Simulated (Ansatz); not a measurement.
PtTe: how the axes shrink under pressure

PtTe, P6_3/mmc, a = 4.223 Å, c = 5.542 Å. The structure is a COD entry; whether it is the stable form wasn't checked. Ansatz: PBEsol, PAW, 420 eV, Γ-centred 12×12×8 mesh on 4 atoms, Gaussian smearing 0.10 eV; no spin polarisation. Cell and atoms are relaxed at each pressure, and no other structure is tried, so the rows at high pressure may lie past a change of phase. y = 100 ln(c/c0) with c0 = 5.5416 Å, so nearly a change in per cent. The pressures are the targets, met within 0.06 GPa.

| P (GPa) | y | 100 ln(a/a0) |
| --- | --- | --- |
| -1.0 | ? | ? |
| 0.0 | 0.00 | 0.00 |
| 1.0 | -0.20 | -0.26 |
| 4.0 | -0.72 | -1.01 |
| 12.0 | -1.92 | -2.69 |
| 25.0 | -3.49 | -4.83 |
| 50.0 | -5.79 | -7.84 |
| 90.0 | -8.42 | -11.16 |

Q: Fit y = c1 P + c2 P² to the other rows, give the linear compressibility along c, and predict the missing y.

A: Least squares on the rows shown. y = −0.1525 P + 0.0006605 P². The linear compressibility along c is −c1/100 = 1.52 per TPa, against 2.12 along a from the same fit to the last column (its missing entry is 0.27): the crystal is softer along a at low pressure. The runs next to zero pressure give 2.01 and 2.65, so a parabola over the whole range misstates the start. With a term in P³ added, the coefficient of P becomes -0.1759, 15 % more, which shows how far this figure hangs on the form. At P = -1.0 the fit asked for gives 0.15. The run gave 0.20, so the fit is 0.05 too low, within the rms miss on the fitted rows (0.13): the form describes this series only roughly.

Spin–orbit coupling is left out, which can shift energies with elements as heavy as these.